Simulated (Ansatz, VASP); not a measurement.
# Cross-check of Si2HF (H-SiSi-F chair monolayer) between VASP and Ansatz

Wanted: the spread between two codes on one cell, functional and k mesh. Of the first pair: The structure shown is the start of the Ansatz relaxation below; VASP solves that cell, so the two are compared at the walk's first step.

Method: plane waves, with VASP 6.6.1 beside it; single point at PBE with D3(BJ), in Ansatz 0.2.0.

### 1. Starting point

The cell holds 4 atoms: 1 F, 2 Si and 1 H. Cell: a = 3.663 Å, b = 3.663 Å, c = 38.640 Å, α = 90.0°, β = 90.0°, γ = 120.0°. Vacuum lies along c.

### 2. Ansatz: relaxation, PBE with D3(BJ)

Ansatz runs on its default PAW (the set named soft_2) files.

The two programs are compared at the cell with which this relaxation starts, whose forces are those of its first step.

Input file input.yaml:

```yaml
crystal:
  lattice:
    - [3.663, 0.0, 0.0]
    - [-1.8315, 3.1722510541, 0.0]
    - [0.0, 0.0, 38.6399999995]
  atoms:
    - { symbol: F, position: [0.6666666667, 0.3333333333, 0.450310559] }
    - { symbol: Si, position: [0.6666666667, 0.3333333333, 0.4937888199] }
    - { symbol: Si, position: [0.3333333333, 0.6666666667, 0.5129399586] }
    - { symbol: H, position: [0.3333333333, 0.6666666667, 0.549689441] }
  periodic: [true, true, false]
kpoints:
  mp_grid: { grid: [12, 12, 1] }
hamiltonian:
  xc: pbe
  dispersion: d3bj
scf:
  occupations: { method: fermi_dirac, width: 0.05 }
  convergence: { dr2_threshold: 1.0e-09 }
relax:
  f_tol: 0.004
  max_steps: 90
  cell: {}
output:
  write_potential: true
  write_density: true
  volumetric_format: npy
```

Launch:

```bash
$ ansatz run input.yaml --threads 2 --pin off --max-ram 3072MiB --backend cpu --events-out ev --progress --plain --runs-dir out
```

Numbers of over 12 decimals in the logs are rounded to 6 here.

Output:

```text
Warning: relax.cell: scf.convergence.dr2_threshold = 1e-9 eV is looser than the 2.08827558543e-10 eV advised for a relaxation that steers and ends on the stress (1e-10 eV for each atom of the cell: 4, times the square of relax.cell.stress_2d_tol = 0.05 N/m over 13.8 Å (the atoms' height at the walk's start and 5 Å past either face), 3.613e-2 GPa, over a crystal's default 0.05). What an SCF threshold leaves in a stress goes as its square root, and in the free energy as the threshold itself, and one threshold admits the most on a small cell: [figures from the program's tests cut] Set scf.convergence.dr2_threshold to 2.08827558543e-10 eV or tighter. [rest of the remark cut]
Engine: ansatz 0.2.0, x86_64-unknown-linux-gnu
Pseudopotentials: kind: paw
Pseudopotential: F, paw, valence charge 7, recommended cutoff 420 eV (normal), F.paw.azcp
Pseudopotential: Si, paw, valence charge 4, recommended cutoff 420 eV (normal), Si.paw.azcp
Pseudopotential: H, paw, valence charge 1, recommended cutoff 420 eV (normal), H.paw.azcp
Functional definition: PBE
  parameter kappa = 0.804
  parameter beta = 0.066725
  exchange = pbe_x(kappa = kappa, mu = beta*pi^2/3)
  correlation = pbe_c(beta = beta)
Crystal: 4 atoms, lattice volume = 448.995 Å³
Basis set: ecut = 420 eV, 8697 PW (Γ), exchange–correlation on 50×50×540 points (8 copies of the dense FFT grid, shifted against one another)
Bands: 12, of which v1, the nominal top of the filled ones, is band 8 counted from 1 (7 counted from 0)
Symmetry: 6 space group operations
Space group: P3m1 (ITA 156), of the structure as read, at distance tolerance 7.7e-5 Å
k-points: 19 of 144 (time reversal used)
Non-local potential: F, projectors of the file, l = 0: 2, l = 1: 2, l = 2: 1
Non-local potential: Si, projectors of the file, l = 0: 2, l = 1: 2, l = 2: 2
Non-local potential: H, projectors of the file, l = 0: 2, l = 1: 1
PAW form: soft (Blöchl's): semilocal exchange-correlation on the pseudo side does not see the compensation charge
PAW one-centre angular grid: F, 110 points (default); XC on 64 Gauss nodes
PAW one-centre angular grid: Si, 110 points (default); XC on 64 Gauss nodes
PAW one-centre angular grid: H, 110 points (default); XC on 64 Gauss nodes
Initial density: superposition of atomic densities (neutral atoms: chi_scale 0, normalization atom), corrected by the library's trained network
Initial wavefunctions: pseudopotential atomic-orbital guess
Functional: x = pbe(κ = 0.804, μ = 0.219515), c = pbe(β = 0.066725)
SCF iter   1: F=—  HF=-2096.458920 eV  |F-HF|=—  |Δ(HF+E_count)|=         —  Δρ=1.43e-3  dr2=3.06e-2  ethr=1.77e-3  ⟨swp⟩=12.6  Hψ=2567  notcnv=0
preconditioner: auto → Resta (q_TF=auto, 1.565 Å⁻¹)  ε∞=1.5  [insulator: Δε(μ)=1.538 eV  Ē_g=9.247 eV  σ=0.050 eV  W_gap=1.00  n_scr=18 (ndim 8)  ℏωp=6.6 eV  f_vac=0.829  D(μ)=0.00/eV (n_scr^D=0)  ε∞_Penn≈1.5  vacuum switching on, ρ_ref=6.2e-3 e/Å³]
SCF iter   2: F=—  HF=-2096.456751 eV  |F-HF|=—  |Δ(HF+E_count)|=   2.17e-3  Δρ=9.84e-4  dr2=1.37e-2  ethr=1.92e-4  ⟨swp⟩=4.6  Hψ=679  notcnv=0
SCF iter   3: F=—  HF=-2096.454618 eV  |F-HF|=—  |Δ(HF+E_count)|=   2.13e-3  Δρ=4.37e-4  dr2=1.03e-3  ethr=8.56e-5  ⟨swp⟩=3.5  Hψ=425  notcnv=0
SCF iter   4: F=—  HF=-2096.455185 eV  |F-HF|=—  |Δ(HF+E_count)|=   5.67e-4  Δρ=1.41e-4  dr2=1.08e-4  ethr=6.45e-6  ⟨swp⟩=2.9  Hψ=485  notcnv=0
SCF iter   5: F=—  HF=-2096.455342 eV  |F-HF|=—  |Δ(HF+E_count)|=   1.57e-4  Δρ=4.68e-5  dr2=9.11e-6  ethr=6.72e-7  ⟨swp⟩=2.6  Hψ=457  notcnv=0
SCF iter   6: F=—  HF=-2096.455345 eV  |F-HF|=—  |Δ(HF+E_count)|=   2.70e-6  Δρ=1.89e-5  dr2=1.21e-6  ethr=5.70e-8  ⟨swp⟩=3.1  Hψ=515  notcnv=0
SCF iter   7: F=—  HF=-2096.455350 eV  |F-HF|=—  |Δ(HF+E_count)|=   5.02e-6  Δρ=2.70e-6  dr2=2.53e-8  ethr=7.55e-9  ⟨swp⟩=2.8  Hψ=444  notcnv=0
SCF iter   8: F=—  HF=-2096.455350 eV  |F-HF|=—  |Δ(HF+E_count)|=   1.24e-7  Δρ=6.68e-7  dr2=1.10e-9  ethr=1.58e-10  ⟨swp⟩=2.7  Hψ=422  notcnv=0
SCF iter   9: F=-2096.455350 eV  HF=-2096.455350 eV  |F-HF|=3.87e-11  |Δ(HF+E_count)|=   4.93e-9  Δρ=9.39e-8  dr2=2.60e-11  ethr=6.25e-12  ⟨swp⟩=11.5  Hψ=1788  notcnv=0
SCF 1 converged in 9 iterations: F = -2096.455350 eV  dr2 = 2.60e-11
  greatest PAW one-centre occupation: 0.932 electrons in one spin orbital (limit 2), on the F atom at site 0 (counted from 0), in its partial waves of l = 0
[...]
preconditioner: auto → Resta (q_TF=auto, 1.533 Å⁻¹)  ε∞=1.4  [insulator: Δε(μ)=1.651 eV  Ē_g=9.292 eV  σ=0.050 eV  W_gap=1.00  n_scr=18 (ndim 8)  ℏωp=6.2 eV  f_vac=0.832  D(μ)=0.00/eV (n_scr^D=0)  ε∞_Penn≈1.4  vacuum switching on, ρ_ref=6.3e-3 e/Å³]
SCF iter   2: F=—  HF=-2096.824300 eV  |F-HF|=—  |Δ(HF+E_count)|=   1.39e-4  Δρ=4.01e-5  dr2=7.36e-6  ethr=2.35e-7  ⟨swp⟩=2.0  Hψ=361  notcnv=0
[...]
SCF iter   6: F=—  HF=-2096.824306 eV  |F-HF|=—  |Δ(HF+E_count)|=   7.46e-9  Δρ=9.98e-7  dr2=3.77e-9  ethr=5.29e-11  ⟨swp⟩=2.6  Hψ=424  notcnv=0
SCF iter   7: F=-2096.824306 eV  HF=-2096.824306 eV  |F-HF|=9.73e-11  |Δ(HF+E_count)|=  8.59e-10  Δρ=1.25e-7  dr2=6.19e-11  ethr=6.25e-12  ⟨swp⟩=9.2  Hψ=1760  notcnv=0
SCF 10 converged in 7 iterations: F = -2096.824306 eV  dr2 = 6.19e-11
relax step  10: F+E_penalty+E_count = -2096.82430580 eV  Δ(F+E_penalty+E_count) = +1.854e-4 eV  max|allowed force component| = 5.563e-4 eV/Å  Δτ_max = 0.0011 Å  P = +0.002 N/m  Ω = 508.240 Å³  energy of the carried Pulay correction = -1.166e-3 eV  fix = [c, alpha, beta]  reactions: c +0.000 N/m  (7 SCF iters, accepted)
iter 1 solved again at ethr=1.19e-6 eV; its pass at ethr=3.10e-3 eV (dr2=1.90e-4 eV) is discarded
SCF iter   1: F=—  HF=-2096.824863 eV  |F-HF|=—  |Δ(HF+E_count)|=         —  Δρ=3.27e-5  dr2=5.55e-7  ethr=1.19e-6  ⟨swp⟩=4.6  Hψ=3351  notcnv=0
eigensolver tolerance schedule: the retry pair's looser diagonalisation over-reported the residual by 340.67 of it (diagonalisation noise at 0.15 of the residual, at the tolerance the schedule requests for it); recorded, not acted on — ethr = c·dr2/N_el stays at c = 1.0e-1
preconditioner: auto → Resta (q_TF=auto, 1.533 Å⁻¹)  ε∞=1.4  [insulator: Δε(μ)=1.653 eV  Ē_g=9.286 eV  σ=0.050 eV  W_gap=1.00  n_scr=18 (ndim 8)  ℏωp=6.2 eV  f_vac=0.832  D(μ)=0.00/eV (n_scr^D=0)  ε∞_Penn≈1.4  vacuum switching on, ρ_ref=6.3e-3 e/Å³]
SCF iter   2: F=—  HF=-2096.825310 eV  |F-HF|=—  |Δ(HF+E_count)|=   4.47e-4  Δρ=1.50e-5  dr2=1.40e-7  ethr=3.47e-9  ⟨swp⟩=3.4  Hψ=544  notcnv=0
SCF iter   3: F=—  HF=-2096.825454 eV  |F-HF|=—  |Δ(HF+E_count)|=   1.44e-4  Δρ=5.84e-6  dr2=4.71e-8  ethr=8.72e-10  ⟨swp⟩=2.3  Hψ=382  notcnv=0
SCF iter   4: F=—  HF=-2096.825487 eV  |F-HF|=—  |Δ(HF+E_count)|=   3.34e-5  Δρ=1.54e-6  dr2=1.63e-8  ethr=2.95e-10  ⟨swp⟩=2.3  Hψ=398  notcnv=0
iter 5 met the thresholds in force, and the SCF goes on: an eigenvalue changes by 12.60 meV, over its tolerance of 1.10 meV (output.eigenvalues, Limitations)
SCF iter   5: F=-2096.825490 eV  HF=-2096.825489 eV  |F-HF|=5.49e-7  |Δ(HF+E_count)|=   1.76e-6  Δρ=4.48e-7  dr2=4.25e-10  ethr=6.25e-12  ⟨swp⟩=13.7  Hψ=2153  notcnv=0
SCF iter   6: F=-2096.825490 eV  HF=-2096.825490 eV  |F-HF|=1.32e-7  |Δ(HF+E_count)|=   4.17e-7  Δρ=1.20e-7  dr2=3.53e-11  ethr=2.65e-12  ⟨swp⟩=8.2  Hψ=1549  notcnv=0
SCF 11 converged in 6 iterations: F = -2096.825490 eV  dr2 = 3.53e-11
relax step  11: F+E_penalty+E_count = -2096.82548967 eV  Δ(F+E_penalty+E_count) = -1.184e-3 eV  max|allowed force component| = 7.221e-4 eV/Å  Δτ_max = 0.0000 Å  P = +0.009 N/m  Ω = 508.240 Å³  fix = [c, alpha, beta]  reactions: c +0.000 N/m  stress off target by 9.15e-3 N/m on what of the cell is left free  SCF on the basis re-selected at this cell (its energy is not comparable with the rows above)  (6 SCF iters)
basis re-selected at this cell: Δ(F+E_penalty+E_count) = -1.184e-3 eV, ΔP = +0.007 N/m vs the last step (what re-selecting the basis moved, of the pressure what is left beyond the Pulay correction that the steps carried, after the strain that the cell walked since its last selection, with what the two solves' SCF thresholds leave and, on support functions, any second-order correction that the steps lacked; it is no m [...]
WARN: The output density's exchange-correlation potential varies sharply where the density is thin. Do not read a vacuum level from v_tot or v_xc, or from such a field of the output density. On a cell that repeats whose density bears no net charge and no dipole along the vacuum's axis use v_es (v_loc + v_h of the components); under efield.dipole_correction with no amplitude use v_es + v_field, which holds any externa [...]
SCF converged after 6 iterations
an eigenvalue changed by more than its tolerance at an iteration that met the thresholds in force, so the SCF went on 1 time: the last check found none over its tolerance
Free energy (F): -2096.825490 eV
Harris-Foulkes:  -2096.825490 eV  (|F-HF|=1.32e-7)
Internal energy: -2096.825490 eV  (E = F + TS)
E sigma→0 (E₀):  -2096.825490 eV
Fermi energy:    -4.969821 eV
--- Per-component energies (eV) ---
  E_band       = -211.015173
  E_kinetic    = 301.080938
  E_local      = -15316.813076  (includes V_loc(G=0)·N_el)
  E_nonlocal   = 126.229342
  E_hartree    = 7478.220422
  E_xc         = -198.395056
  E_vxc        = -206.245276  (∫ρ·V_xc dr)
  E_paw        = -1226.649231  (= ΣΔE_a)
  E_vpaw       = -71.709063  (= ΣTr[D̂ρ^β])
  E_aug_tail   = 0.000850  (compensation charges beyond the density's cutoff)
  E_ewald      = 6739.868730
  E_disp       = -0.368410  (pairwise vdW)
  E_smearing   = -0.000000  (= −TS)
  E_closure    = -0.000000  (closes the sum)
  Σ components = -2096.825490   (vs F -2096.825490, Δ=0.00e0)
--- Forces (eV/Å), atoms counted from 1 ---
  atom   1  F     -0.00000000     0.00000000    -0.00073279
  atom   2  Si    -0.00000000    -0.00000000     0.00043955
  atom   3  Si     0.00000000     0.00000000    -0.00018716
  atom   4  H      0.00000000     0.00000000     0.00043746
  max |Σ_I F_I| component: 4.29e-5 eV/Å
--- 2D stress c σ (N/m, compression-positive) ---
        0.009145       0.000000       0.000000
        0.000000       0.009145      -0.000000
        0.000000      -0.000000       0.000000
  P = ½ c Tr σ = 0.0091 N/m
--- Band table (eV; the first three rows and the last of 19) ---
  k-point 0: bands = [... 4 lower, -10.6307, -9.8505, -5.8177, -5.8177, -4.1644, -2.0338, -1.9581, -1.9581]
  k-point 1: bands = [... 4 lower, -10.6402, -9.8238, -6.4167, -5.9560, -3.8094, -2.1097, -1.7342, -1.6687]
  k-point 2: bands = [... 4 lower, -10.6664, -9.7866, -7.4182, -6.2684, -3.4965, -2.2799, -1.1906, -0.9155]
  k-point 18: bands = [... 4 lower, -10.8673, -10.8038, -8.7023, -8.5232, -2.1234, -1.0082, -0.3854, 0.7703]
  the weakly bound empty levels are not read free of the cell's end (no_gap_told)
--- Relaxed structure (9 steps of the walk, 8 accepted, 2 SCFs on fresh bases) ---
  F+E_penalty+E_count = -2096.82548967 eV   max|allowed force component| = 7.221e-4 eV/Å   (the final SCF, on the basis selected at the relaxed cell)
  cell:  # Å, volume = 508.2403 Å³
    - [3.897182, 0, 0]
    - [-1.948591, 3.375059, 0]
    - [0, 0, 38.6399999995]
  atoms:
    - { symbol: F, position: [0.666667, 0.333333, 0.451269] }
    - { symbol: Si, position: [0.666667, 0.333333, 0.493225] }
    - { symbol: Si, position: [0.333333, 0.666667, 0.511666] }
    - { symbol: H, position: [0.333333, 0.666667, 0.550569] }
```

### 3. VASP: single point, PBE with D3(BJ), start cell, pair 1

The same cell, functional, mesh and smearing now go to VASP, with its own data sets.

Lines of VASP's logs that name or quote its potential files are left out, and so is its time.

Input file INCAR:

```
SYSTEM = Si2HF
PREC = Accurate
ENCUT = 520
EDIFF = 1E-06
NELM = 120
ISMEAR = -1
SIGMA = 0.05
LREAL = .FALSE.
ALGO = Normal
GGA = PE
IVDW = 12
NBANDS = 14
LORBIT = 11
LWAVE = .FALSE.
LCHARG = .FALSE.
ISIF = 2
LDIPOL = .TRUE.
IDIPOL = 3
DIPOL = 0.5 0.5 0.502
LVHAR = .TRUE.
LASPH = .TRUE.
GGA_COMPAT = .FALSE.
EFERMI = MIDGAP
NELMDL = -8
```

Input file POSCAR:

```
Si2HF
1.0
    3.6630000000      0.0000000000      0.0000000000
   -1.8315000000      3.1722510000      0.0000000000
    0.0000000000      0.0000000000     38.6400000000
F Si H
1 2 1
Direct
    0.6666666667      0.3333333333      0.4503105590
    0.6666666667      0.3333333333      0.4937888199
    0.3333333334      0.6666666666      0.5129399586
    0.3333333334      0.6666666666      0.5496894410
```

Input file KPOINTS:

```
Automatic mesh
0
Gamma
12 12 1
0 0 0
```

The projector-augmented-wave data sets are F, Si and H (PBE family, release 64).

Launch:

```bash
$ mpirun -np 1 vasp_std
```

Output:

```text
[banner, memory and clock lines left out]
running    1 mpi-ranks, on    1 nodes
 distrk:  each k-point on    1 cores,    1 groups
 distr:  one band on    1 cores,    1 groups

 POSCAR found type information on POSCAR F SiH
 POSCAR found :  3 types and       4 ions
 LDA part: xc-table for (Slater+PW92), standard interpolation
 POSCAR, INCAR and KPOINTS ok, starting setup
 FFT: planning ... GRIDC
 FFT: planning ... GRID_SOFT
 FFT: planning ... GRID
 WAVECAR not read
 entering main loop
       N       E                     dE             d eps       ncg     rms          rms(c)
DAV:   1     0.128117923096E+03    0.12812E+03   -0.47509E+03   612   0.732E+02
DAV:   2    -0.111533570993E+01   -0.12923E+03   -0.11680E+03   966   0.152E+02
DAV:   3    -0.197335072522E+02   -0.18618E+02   -0.18466E+02   708   0.787E+01
DAV:   4    -0.201391752191E+02   -0.40567E+00   -0.40477E+00   694   0.135E+01
DAV:   5    -0.201461550286E+02   -0.69798E-02   -0.69650E-02   730   0.178E+00
DAV:   6    -0.201464134211E+02   -0.25839E-03   -0.25838E-03   744   0.333E-01
DAV:   7    -0.201464205194E+02   -0.70983E-05   -0.70987E-05   806   0.444E-02
DAV:   8    -0.201464206086E+02   -0.89194E-07   -0.88394E-07   660   0.435E-03    0.867E+00
DAV:   9    -0.191995421624E+02    0.94688E+00   -0.24926E+00   748   0.152E+01    0.497E+00
DAV:  10    -0.190332725422E+02    0.16627E+00   -0.27162E-01   736   0.468E+00    0.213E+00
DAV:  11    -0.189861001412E+02    0.47172E-01   -0.10250E-01   724   0.221E+00    0.427E-01
DAV:  12    -0.189825758605E+02    0.35243E-02   -0.89706E-03   816   0.104E+00    0.201E-01
DAV:  13    -0.189817623875E+02    0.81347E-03   -0.23986E-03   712   0.405E-01    0.851E-02
DAV:  14    -0.189813775824E+02    0.38481E-03   -0.44155E-04   742   0.152E-01    0.557E-02
[...]
DAV:  19    -0.189819786141E+02   -0.11409E-03   -0.67919E-06   622   0.198E-02    0.254E-03
DAV:  20    -0.189820253266E+02   -0.46713E-04   -0.34739E-06   610   0.819E-03    0.187E-03
DAV:  21    -0.189820755240E+02   -0.50197E-04   -0.14508E-06   576   0.651E-03    0.947E-04
DAV:  22    -0.189820916604E+02   -0.16136E-04   -0.29762E-07   508   0.326E-03    0.604E-04
DAV:  23    -0.189821104165E+02   -0.18756E-04   -0.86585E-07   546   0.397E-03    0.464E-04
DAV:  24    -0.189821124244E+02   -0.20079E-05   -0.38536E-08   518   0.153E-03    0.224E-04
DAV:  25    -0.189821157857E+02   -0.33613E-05   -0.60576E-08   452   0.143E-03    0.268E-04
DAV:  26    -0.189821162042E+02   -0.41854E-06   -0.94230E-09   560   0.583E-04
   1 F= -.19403214E+02 E0= -.19403214E+02  d E =-.814425E-08
```

From OUTCAR (step 3):

```text
ion  position               nearest neighbor table
   1  0.667  0.333  0.450-   2 1.68
   2  0.667  0.333  0.494-   1 1.68   3 2.24   3 2.24   3 2.24
   3  0.333  0.667  0.513-   4 1.42   2 2.24   2 2.24   2 2.24
   4  0.333  0.667  0.550-   3 1.42

  LATTYP: Found a hexagonal cell.
 ALAT       =     3.6630000000
 C/A-ratio  =    10.5487305487

 Subroutine GETGRP returns: Found  6 space group operations
 (whereof  6 operations were pure point group operations)

The static configuration has the point symmetry C_3v.

 Found     19 irreducible k-points:

   k-points           NKPTS =     19   k-points in BZ     NKDIM =     19   number of bands    NBANDS=     14

   dimension x,y,z NGX =    28 NGY =   28 NGZ =  288
   dimension x,y,z NGXF=    56 NGYF=   56 NGZF=  576

   ENCUT  =  520.0 eV  38.22 Ry    6.18 a.u.   6.81  6.81 71.84*2*pi/ulx,y,z

   NELECT =      16.0000    total number of electrons

 k-points in reciprocal lattice and weights: Automatic mesh
   0.00000000  0.00000000  0.00000000       0.007
   0.08333333 -0.00000000  0.00000000       0.042
   0.16666667 -0.00000000  0.00000000       0.042
   0.25000000 -0.00000000  0.00000000       0.042
   0.33333333 -0.00000000  0.00000000       0.042
   0.41666667 -0.00000000  0.00000000       0.042
   0.50000000 -0.00000000  0.00000000       0.021
   0.08333333  0.08333333  0.00000000       0.042
   0.16666667  0.08333333  0.00000000       0.083
[...]
0.33333333  0.25000000  0.00000000       0.083
   0.33333333  0.33333333  0.00000000       0.014

 dipolmoment           0.000000      0.000000     -0.183891 electrons x Angstroem

 average (electrostatic) potential at core
       1 -84.2978       2 -93.7922       3 -93.0172       4 -41.8298

 E-fermi :  -3.8072

 k-point     1 :       0.0000    0.0000    0.0000
  band No.  band energies     occupation
    ...
      4      -9.1593      2.00000
      5      -8.9048      2.00000
      6      -8.9048      2.00000
      7      -4.5881      2.00000
      8      -4.5881      2.00000
      9      -3.0626      0.00000
     10      -0.8232      0.00000
     11      -0.6582      0.00000
     12      -0.6582      0.00000
     13      -0.1588      0.00000
    ...

 k-point     2 :       0.0833   -0.0000    0.0000
  band No.  band energies     occupation
    ...
      4      -9.2036      2.00000
      5      -8.9184      2.00000
      6      -8.8973      2.00000
      7      -5.2340      2.00000
      8      -4.7650      2.00000
      9      -2.7827      0.00000
     10      -0.8753      0.00000
     11      -0.5295      0.00000
     12      -0.3084      0.00000
     13      -0.0467      0.00000
    ...

 k-point     3 :       0.1667   -0.0000    0.0000
  band No.  band energies     occupation
    ...
      4      -9.3277      2.00000
      5      -8.9559      2.00000
      6      -8.8981      2.00000
      7      -6.3629      2.00000
      8      -5.1515      2.00000
      9      -2.5120      0.00000
     10      -1.1020      0.00000
     11      -0.1916      0.00000
     12       0.2709      0.00000
     13       0.5801      0.00000
    ...

 Edisp (eV)   -0.42110

  Total       4.46352     4.46352     0.38415    -0.00000    -0.00000     0.00000
  in kB      15.92747    15.92747     1.37078    -0.00000    -0.00000     0.00000
  external pressure =       11.08 kB  Pullay stress =        0.00 kB

  energy-cutoff  :      520.00
  volume of cell :      449.00
      direct lattice vectors                 reciprocal lattice vectors
     3.663000000  0.000000000  0.000000000     0.273000273  0.157616784  0.000000000
    -1.831500000  3.172251000  0.000000000     0.000000000  0.315233568  0.000000000
     0.000000000  0.000000000 38.640000000     0.000000000  0.000000000  0.025879917

 POSITION                                       TOTAL-FORCE (eV/Angst)
 -----------------------------------------------------------------------------------
      1.83150      1.05742     17.40000        -0.000000      0.000000      1.423802
      1.83150      1.05742     19.08000         0.000000     -0.000000     -2.199675
      0.00000      2.11483     19.82000         0.000000     -0.000000     -0.810714
      0.00000      2.11483     21.24000         0.000000      0.000000      1.586587
 -----------------------------------------------------------------------------------
    total drift:                               -0.000001      0.000001      0.000799

  FREE ENERGIE OF THE ION-ELECTRON SYSTEM (eV)
  ---------------------------------------------------
  free  energy   TOTEN  =       -19.4032142045 eV

  energy  without entropy=      -19.4032141963  energy(sigma->0) =      -19.40321420

 vacuum level on the upper side and lower side of the slab        -0.240         2.624

 total charge
# of ion       s       p       d       tot
------------------------------------------
    1        1.746   4.340   0.000   6.086
    2        0.737   0.968   0.000   1.705
    3        0.757   1.103   0.000   1.860
    4        0.591   0.017   0.000   0.608
--------------------------------------------------
tot          3.831   6.427   0.000  10.258

[... 3 further parts left out ...]
```

[end of part 1 of 2]

[Lines on the potential files, build, host, timing and source positions are cut from VASP's logs without a mark.]

[Logs are printed without paths, hosts, clocks, repeated set-up lines and the standing remarks that a program may print on its own settings, such as how far it seeks lower states.]

[Hosts, paths, dates, database ids (printed as entryN), source tags and the programs' standing remarks are cut or masked in the printed files.]
